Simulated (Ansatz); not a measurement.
# Sb: stress in a strained cell

Aim: deform Sb (equal xy, yz and zx engineering shear strains of +3 %) and compute stress, forces and field gradients with LAPW and PAW.

Computed with Ansatz 0.2.0 (DFT PBE, scalar-relativistic, unless a step's input says otherwise).

3 further runs of the same task are left out: 3 that didn't finish. Runs told in other sessions of the task aren't counted.

**1. The starting structure**

Symmetry: I4/mmm, No. 139, tetragonal system. Conventional cell: a = 3.010 Å, b = 3.010 Å, c = 4.960 Å, α = 90.00°, β = 90.00°, γ = 90.00°. Sb (site symmetry 4/mmm) is surrounded by 12 Sb at 3.01 to 3.27 Å.

Coordinates:

```
Sb
1.0
    -1.50500    1.50500    2.48000
     1.50500   -1.50500    2.48000
     1.50500    1.50500   -2.48000
Sb
1
Direct
  0.00000 0.00000 0.00000
```

**2. After the deformation**

Space group I4/mmm before, C2/m after.

**3. Full-potential LAPW**

Contents of input.yaml:

```yaml
crystal:
  lattice:
    - [-1.445225, 1.519625, 2.48]
    - [1.519625, -1.445225, 2.48]
    - [1.490375, 1.490375, -2.43485]
  atoms:
    - { symbol: Sb, position: [0.0, 0.0, 0.0] }
kpoints:
  mp_grid: { grid: [19, 19, 19] }
scf:
  occupations: { method: fermi_dirac, width: 0.05 }
hamiltonian:
  xc: pbe
  pseudopotentials: { kind: all_electron, lapw: { basis_error: 0.00025 } }
output:
  forces: true
  stress: true
  eigenvalues: true
```

Run with:

```bash
> ansatz run input.yaml --threads 1 --pin off --max-ram 2048MiB --backend cpu --events-out ev --progress --plain --runs-dir out
```

**4. PAW with frozen cores**

input.yaml, as its differences from that of step 3:

```diff
@@ -13,3 +13,3 @@
   xc: pbe
-  pseudopotentials: { kind: all_electron, lapw: { basis_error: 0.00025 } }
+  pseudopotentials: { kind: paw }
 output:
@@ -18 +18,2 @@
   eigenvalues: true
+  efg: { contact_densities: true }
```

(Steps that only read results are left out.)

**Question.** What will these runs give? Wanted: pressure; largest shear or deviatoric stress.

**Answer**, as computed:

```
                                 quantity                      value
                                 pressure  LAPW 19.45, PAW 19.45 GPa
largest shear or deviatoric stress (LAPW)                   1.14 GPa
```

What this shows: The largest part of the stress beyond the pressure is 1.14 GPa in size, in the xy component. No run of the undeformed cell stands beside it, so pressure and stress hold what the given cell had before the change, as far as its symmetry allows. PAW: stress within 0.01 GPa of LAPW. Spin-orbit coupling is left out, though the cell holds Sb; in elements this heavy it can shift bands and gaps by tenths of an eV.
